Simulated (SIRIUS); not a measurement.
CsSnBr3 under changes of volume

One of the cells (39.815 Å³/atom); the others are scaled copies at fixed shape and fractional positions:

```
Cs Sn Br
1.0
     5.83901    0.00000    0.00000
     0.00000    5.83901    0.00000
     0.00000    0.00000    5.83901
Cs Sn Br
1 1 3
Direct
  0.00000 0.00000 0.00000
  0.50000 0.50000 0.50000
  0.00000 0.50000 0.50000
  0.50000 0.50000 0.00000
  0.50000 0.00000 0.50000
```

The cell is a database's computed one.

```yaml
Program: SIRIUS 7.12.0
Functional: PBEsol
Potentials_or_basis: PseudoDojo 0.4.1 PBEsol standard (scalar relativistic)
Cutoff: 983 eV
Density_cutoff: 3932 eV
k_mesh: 5 × 5 × 5
Occupations: fermi-dirac, width 0.05 eV
Spin: no spin polarisation
```

```tsv
volume (Å³/atom)	energy over the lowest point (meV/atom)	pressure (GPa)	gap on the mesh (eV)
37.426	0.87	0.4	1.73
38.222	0.00	-0.1	1.77
39.019	1.41	-0.5	1.80
39.815	4.85	-0.9	1.84
40.611	10.10	-1.2	1.87
41.408	16.94	-1.5	1.90
42.204	?	?	?
```

Problem. What does the run at 42.204 Å³/atom give?

Solution. Energy over the lowest point 25.22 meV/atom; pressure -1.8 GPa; gap on the mesh 1.93 eV.

Worked out: A Birch-Murnaghan fit of order 3 (a polynomial in V^(-2/3)) to the other rows has its minimum at 38.11 Å³/atom with B0 = V·E''(V) = 22 GPa and B' = 4.7. It gives 25.20 meV/atom at 42.204 Å³/atom, against the run's 25.22, and -dE/dV = -1.8 GPa, against -1.8. A straight line through the other rows of the gap, of slope 1.68 eV per unit of ln V (its deformation potential), extrapolates to 1.93 eV, against the run's 1.93.

Energies are extrapolated to zero smearing.

Caveats: spin-orbit coupling is left out, which moves the levels of the heavy elements; an odd mesh through Γ misses points on the zone boundary, where band edges often lie.
